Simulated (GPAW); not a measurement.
ZnO (zincite):

```xyz
4
Lattice="3.2493 0.0000 0.0000 -1.6247 2.8140 0.0000 0.0000 0.0000 5.2057" Properties=species:S:1:pos:R:3 pbc="T T T"
Zn    1.6247    0.9380    0.0000
Zn    0.0000    1.8760    2.6029
O     0.0000    1.8760    4.5759
O     1.6247    0.9380    1.9730
```

Base run:

| Property | Result |
| --- | --- |
| Program | GPAW 26.7.0 |
| Functional | vdW-DF-cx |
| Potentials or basis | GPAW PAW data sets (gpaw-data 1.2.1) |
| Cutoff | 800 eV |
| Basis | pw |
| k mesh | 9 × 9 × 5 |
| Occupations | fermi-dirac, width 0.05 eV |
| Spin | no spin polarisation |

Its results: band gap on the k mesh 0.85 eV, direct; largest force 0.072 eV/Å.

The run is repeated on the same cell with these changes: functional from vdW-DF-cx to PBE. What comes out?

Band gap on the k mesh 0.80 eV, direct; largest force 0.073 eV/Å.

Caveats: the PAW data sets were made with another functional, which shifts forces and pressure a little (some runs); an odd mesh through Γ misses points on the zone boundary, where band edges often lie (some runs).

Not every run made on this cell is shown here.
